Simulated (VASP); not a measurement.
Crystal: CoO.

```
Co O
1.0
    -1.50800    1.50800    2.10725
     1.50800   -1.50800    2.10725
     1.50800    1.50800   -2.10725
Co O
1 1
Cartesian
  0.0000 0.0000 0.0000
  0.0000 0.0000 2.1073
```

Base run:

| Item | Value |
| --- | --- |
| Program | VASP 6.6.1 |
| Functional | LDA |
| Potentials or basis | VASP PAW LDA potentials, release 64 (Co, O) |
| Cutoff | 520 eV |
| k mesh | 9 × 9 × 9 |
| Occupations | gaussian, width 0.05 eV |
| Spin | collinear spin, ferromagnetic start |
| Starting moments | [2.0, 0.0] μB |
| Hubbard terms | Co d U = 7 eV |

Its results: band gap on the k mesh none (metal or under the smearing width); pressure -18.6 GPa; net moment 3.00 μB per cell; site moments Co +2.84; O +0.18 μB.

Task: The run is repeated on the same cell with these changes: hubbard terms from Co d U = 7 eV to Co d U = 3 eV. What comes out?

Result: Band gap on the k mesh none (metal or under the smearing width); pressure -16.4 GPa; net moment 3.00 μB per cell; site moments Co +2.69; O +0.27 μB.

Caveats: a cell with one magnetic atom can't hold antiferromagnetic order, which such compounds often take.
